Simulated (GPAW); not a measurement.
The system is Os.

```xyz
2
Lattice="2.7341 0.0000 0.0000 -1.3671 2.3678 0.0000 0.0000 0.0000 4.3197" Properties=species:S:1:pos:R:3 pbc="T T T"
Os    1.3671    0.7893    3.2398
Os    0.0000    1.5785    1.0799
```

```yaml
Program: GPAW 26.7.0
Task: relaxation of cell and atoms
Functional: SOGGA
Potentials_or_basis: PAW data sets generated in the run's folder for this functional
Cutoff: 600 eV
Basis: pw
k_mesh: 8 × 8 × 5
Occupations: fermi-dirac, width 0.05 eV
Spin: no spin polarisation
```

At the start: pressure -6.2 GPa; volume 13.98 Å³/atom.

Task: How do energy, volume and symmetry change on relaxing?

Result: Over 13 steps the energy falls by 3.9 meV/atom and the volume is 13.78 Å³/atom (-1.4 %); space group P6_3/mmc (No. 194, to 0.05 Å).

The path:
```tsv
step	energy change (eV)	largest force (eV/Å)	pressure (GPa)	volume (Å³)
1	0.0000	0.0000	-6.18	27.96
2	-0.0063	0.0000	-2.83	27.74
3	-0.0068	0.0000	2.28	27.42
4	-0.0071	0.0000	1.95	27.44
5	-0.0075	0.0000	1.35	27.47
6	-0.0078	0.0000	0.56	27.52
7	-0.0079	0.0000	-0.31	27.58
8	-0.0079	0.0000	-0.30	27.58
9	-0.0079	0.0000	-0.27	27.57
10	-0.0079	0.0000	-0.24	27.57
11	-0.0079	0.0000	-0.20	27.57
12	-0.0079	0.0000	-0.16	27.57
13	-0.0079	0.0000	-0.11	27.56
```

Final structure:
```yaml
crystal:
  lattice:
    - [2.72065, 0.00000, 0.00000]
    - [-1.36032, 2.35615, 0.00000]
    - [0.00000, 0.00000, 4.29991]
  atoms:
    - { symbol: Os, position: [0.66667, 0.33333, 0.75000] }
    - { symbol: Os, position: [0.33333, 0.66667, 0.25000] }
```

Caveat: later steps reuse the first step's grids.
